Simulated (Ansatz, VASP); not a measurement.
# One calculation of Sc, two programs

```
Sc
1.0
     0.00000    2.45214    2.45214
     2.45214    0.00000    2.45214
     2.45214    2.45214    0.00000
Sc
1
Direct
  0.00000 0.00000 0.00000
```

Change from the starting cell: strain +0.080 along x and y, +0.080 along z, atoms carried along.

Alike in both runs: task single point; functional PBEsol; k mesh 18 × 18 × 18; occupations gaussian, width 0.15 eV; no spin polarisation.

|  | VASP | Ansatz |
| --- | --- | --- |
| version | VASP 6.6.1 | Ansatz 0.2.0 |
| potentials or method | VASP PAW PBE potentials, release 64 (Sc_sv) | scalar-relativistic, plane waves, PAW |
| plane-wave cutoff (eV) | 520 | 420 |
| valence electrons in the cell | 11 | 11 |

|  | VASP | Ansatz | Ansatz less VASP |
| --- | --- | --- | --- |
| gap on the k mesh at the Fermi level (eV) | none | none | - |
| pressure (GPa) | -8.4 | -8.4 | +0.03 |

A gap of «none» marks a metal or a gap that the smearing closes. The functional is the same, so the differences come from potentials, cutoffs and numerics.

Caveats: the PAW data sets were made with another functional, which shifts forces and pressure a little (VASP).
